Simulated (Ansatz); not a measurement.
# Infrared modes and screening in CdSe (4H polytype)

Perturbation theory with PBEsol in the PAW code Ansatz on the PBEsol cell, ground state and force constants on a 6×6×2 mesh. Spin-unpolarised throughout. Whether this structure exists isn't addressed.

It is hexagonal, P6_3mc (No. 186); a = 4.302 Å, c = 14.040 Å in the conventional setting, 28.13 Å³ an atom. Cd has 4 Se at 2.63 Å; Cd has 4 Se at 2.63–2.64 Å; Se has 4 Cd at 2.63 Å; Se has 4 Cd at 2.63–2.64 Å.

```xyz
8
Lattice="4.3021 0.0000 0.0000 -2.1510 3.7257 0.0000 0.0000 0.0000 14.0400" Properties=species:S:1:pos:R:3 pbc="T T T"
Cd    0.0000    0.0000   -0.0022
Cd    0.0000    2.4838    3.5093
Cd    0.0000    0.0000    7.0177
Cd    2.1510    1.2419   10.5293
Se    0.0000    0.0000    2.6321
Se    0.0000    2.4838    6.1458
Se    0.0000    0.0000    9.6521
Se    2.1510    1.2419   13.1658
```

Optical modes without the longitudinal term:
```tsv
ω (cm⁻¹)	degeneracy	IR intensity, summed over the level ((D/Å)²/amu)
27	2	0.00
28	2	0.00
33	2	0.00
83	1	0.00
84	1	0.00
122	1	0.00
166	1	10.06
168	2	19.15
169	2	0.00
171	2	0.00
173	2	0.01
184	1	0.00
194	1	0.00
194	1	0.00
```

All optical modes at Γ are real, from 27 to 194 cm⁻¹ without the longitudinal term; this says nothing of other wave vectors. With the long-range field the highest mode reaches 199 cm⁻¹. By the program's warning the force constants, and with them frequencies and ε⁰, aren't converged on this mesh. Of the real levels 3 are infrared active, the strongest at 168 cm⁻¹.

ε∞: 7.81 along x and y, 7.86 along z. With the ions relaxed, ε⁰ is 11.0 along x and y, 11.3 along z. Born charges, averaged over directions: Cd +2.21, Se -2.21 e.

For comparison, on the r2SCAN cell the mean ε∞ is 7.6 with PBE (ground state on 6×6×2; least gap 0.58 eV).

The runs are scalar-relativistic, without spin-orbit coupling.
